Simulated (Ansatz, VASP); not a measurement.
# NaI in VASP and in Ansatz

The input INCAR:

```
SYSTEM = NaI
PREC = Accurate ; ENCUT = 520
EDIFF = 1E-7 ; ISMEAR = -1
SIGMA = 0.05 ; LREAL = .FALSE.
LASPH = .TRUE. ; NELM = 100
ALGO = Normal ; ISIF = 2
LWAVE = .FALSE. ; LCHARG = .FALSE.
GGA = PS ; NBANDS = 14
```

KPOINTS

```
Automatic mesh
0
G
  7 7 7
  0 0 0
```

File POSCAR:

```
NaI
1.0
    0.0000000000      3.2789890945      3.2789890945
    3.2789890945      0.0000000000      3.2789890945
    3.2789890945      3.2789890945      0.0000000000
I Na
1 1
Direct
    0.5000000000      0.5000000000      0.5000000000
    0.0000000000      0.0000000000      0.0000000000
```

File input.yaml:

```yaml
crystal:
  lattice:
    - [0.0, 3.2789890945, 3.2789890945]
    - [3.2789890945, 0.0, 3.2789890945]
    - [3.2789890945, 3.2789890945, 0.0]
  atoms:
    - { symbol: I, position: [0.5, 0.5, 0.5] }
    - { symbol: Na, position: [0.0, 0.0, 0.0] }
hamiltonian:
  xc: pbesol
  pseudopotentials: { kind: paw }
kpoints:
  mp_grid: { grid: [7, 7, 7] }
scf:
  occupations: { method: fermi_dirac, width: 0.05 }
output:
  forces: true
  stress: true
  eigenvalues: true
```

Change from the starting cell: volume scaled by 1.04.

Alike in both runs: task single point; functional PBEsol; k mesh 7 × 7 × 7; occupations fermi-dirac, width 0.05 eV; no spin polarisation.

|  | VASP | Ansatz |
| --- | --- | --- |
| version | VASP 6.6.1 | Ansatz 0.2.0 |
| potentials or method | VASP PAW PBE potentials, release 64 (I, Na_pv) | Ansatz PAW |
| plane-wave cutoff (eV) | 520 | 420 |
| valence electrons in the cell | 14 | 26 |

|  | VASP | Ansatz | Ansatz less VASP |
| --- | --- | --- | --- |
| gap on the k mesh at the Fermi level (eV) | 3.41 | 3.42 | +0.004 |
| least direct gap on the mesh (eV) | 3.41 | 3.42 | +0.004 |
| pressure (GPa) | -1.0 | -1.0 | -0.03 |

With one functional, cell and mesh, what is left measures potentials, basis and numerics. The two sets of potentials don't hold the same shells in valence.

Caveats: spin-orbit coupling is left out, which moves the levels of the heavy elements; the PAW data sets were made with another functional, which shifts forces and pressure a little (VASP); odd divisions of the mesh miss points on the zone boundary, where band edges often lie, so the gap on the mesh can be too wide (Ansatz); the PAW data sets come from PBE, with cores solved anew for the run's functional, which leaves a small shift of forces and pressure (Ansatz).
